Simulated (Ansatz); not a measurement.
**V: from a trial structure to a relaxed crystal**

All numbers below come from Ansatz, DFT PBE, scalar-relativistic, plane waves, PAW. Cutoff 420 eV, Γ-centred k mesh, Gaussian smearing, no spin polarisation in the final step.

V was placed on the sites of a reported Sb cell (R-3m, No. 166), at a guessed volume.

```xyz
2
Lattice="1.6937 0.9779 2.9486 -1.6937 0.9779 2.9486 0.0000 -1.9557 2.9486" Properties=species:S:1:pos:R:3 pbc="T T T"
V     0.0000    0.0000    2.0667
V     0.0000    0.0000    6.7791
```

Cell and atoms relax at zero pressure; the relaxation can't lower the symmetry of the start. After a coarse first stage the cell is made exact in the group found at 0.06 Å.

Energies count from the standard state of V at the same level.

**Question.** What does it relax into?

**Answer.** It keeps R-3m (No. 166), but not the shape of the type it started on. The result has the alpha-mercury structure. Conventional cell: a = 2.847 Å, c = 5.895 Å. Around V lie 6 V at 2.56 Å and 6 V at 2.85 Å.

```cif
data_structure
_symmetry_space_group_name_H-M 'R-3m:H'
_symmetry_Int_Tables_number 166
_cell_length_a 2.8474
_cell_length_b 2.8474
_cell_length_c 5.8947
_cell_angle_alpha 90.000
_cell_angle_beta 90.000
_cell_angle_gamma 120.000
_cell_volume 41.39
loop_
_atom_site_label
_atom_site_type_symbol
_atom_site_symmetry_multiplicity
_atom_site_Wyckoff_symbol
_atom_site_fract_x
_atom_site_fract_y
_atom_site_fract_z
_atom_site_occupancy
V1 V 3 b 0.33333 0.66667 0.16667 1
```

**Question.** What are its volume, energy, density and gap?

**Answer.** The volume per atom is 13.80 Å³. The density is 6.13 g/cm³ and the energy over the standard structure is 0.24 eV/atom. The gap on the 24×24×24 mesh is 0 eV (a metal).

The final run used a 24×24×24 mesh on its 1-atom cell and 0.10 eV smearing. For metals, differences of a few meV/atom aren't resolved. A structure relaxed within its symmetry needn't be a true minimum. The steps took about 100 core-seconds in all.